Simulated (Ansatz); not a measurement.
MoS2 under changes of volume

One of the cells (31.721 Å³/atom); the others are scaled copies at fixed shape and fractional positions:

```
Mo S
1.0
     3.18454    0.00000    0.00000
    -1.59227    2.75789    0.00000
     0.00000    0.00000   21.67053
Mo S
2 4
Direct
  0.33333 0.66667 0.85116
  0.66667 0.33333 0.14884
  0.66667 0.33333 0.77963
  0.33333 0.66667 0.07725
  0.66667 0.33333 0.92275
  0.33333 0.66667 0.22037
```

- Program: Ansatz 0.2.0
- Functional: PBE
- Potentials or basis: Ansatz PAW
- Cutoff: 420 eV (not typed: the program's choice for these potentials)
- k mesh: 10 × 10 × 2
- Occupations: fermi-dirac, width 0.05 eV
- Spin: no spin polarisation

| volume (Å³/atom) | energy over the lowest point (meV/atom) | gap on the mesh (eV) | largest force (eV/Å) |
| --- | --- | --- | --- |
| 29.817 | ? | ? | ? |
| 30.452 | 20.37 | 1.44 | 0.957 |
| 31.086 | 6.48 | 1.41 | 0.581 |
| 31.721 | 0.00 | 1.38 | 0.234 |
| 32.355 | 0.17 | 1.35 | 0.141 |
| 32.990 | 6.31 | 1.33 | 0.433 |
| 33.624 | 17.81 | 1.30 | 0.703 |

Question: What does the run at 29.817 Å³/atom give?

Answer: Energy over the lowest point 42.51 meV/atom; gap on the mesh 1.48 eV; largest force 1.364 eV/Å.

Worked out: A Birch-Murnaghan fit of order 3 (a polynomial in V^(-2/3)) to the other rows has its minimum at 32.02 Å³/atom with B0 = V·E''(V) = 80 GPa and B' = 4.4 at fixed shape and positions, which overstates the stiffness. It gives 42.55 meV/atom at 29.817 Å³/atom, against the run's 42.51. A straight line through the other rows of the gap, of slope -1.4 eV per unit of ln V, extrapolates to 1.47 eV, against the run's 1.48.

Energies are extrapolated to zero smearing.

A mesh can miss the band edges. Spin-orbit coupling on Mo is left out.
